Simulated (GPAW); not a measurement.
Si:

```
CELL_PARAMETERS angstrom
4.12095 0.00000 0.00000
-2.06047 3.56885 0.00000
0.00000 0.00000 2.65479
ATOMIC_POSITIONS crystal
Si 0.33333 0.66667 0.50000
Si 0.66666 0.33334 0.50000
```

The cell was built by a generator and needn't be a form met in nature.

Base run:

* Program: GPAW 26.7.0
* Functional: PBE
* Potentials or basis: GPAW PAW data sets (gpaw-data 1.2.1)
* Cutoff: 600 eV
* Basis: pw
* k mesh: 8 × 8 × 10
* Occupations: fermi-dirac, width 0.05 eV
* Spin: no spin polarisation

Its results: pressure 0.3 GPa.

**Question.** The run is repeated on the same cell with these changes: functional from PBE to PBEsol; potentials or basis from GPAW PAW data sets (gpaw-data 1.2.1) to PAW data sets generated in the run's folder for this functional. What comes out?

**Answer.** Pressure -1.6 GPa.
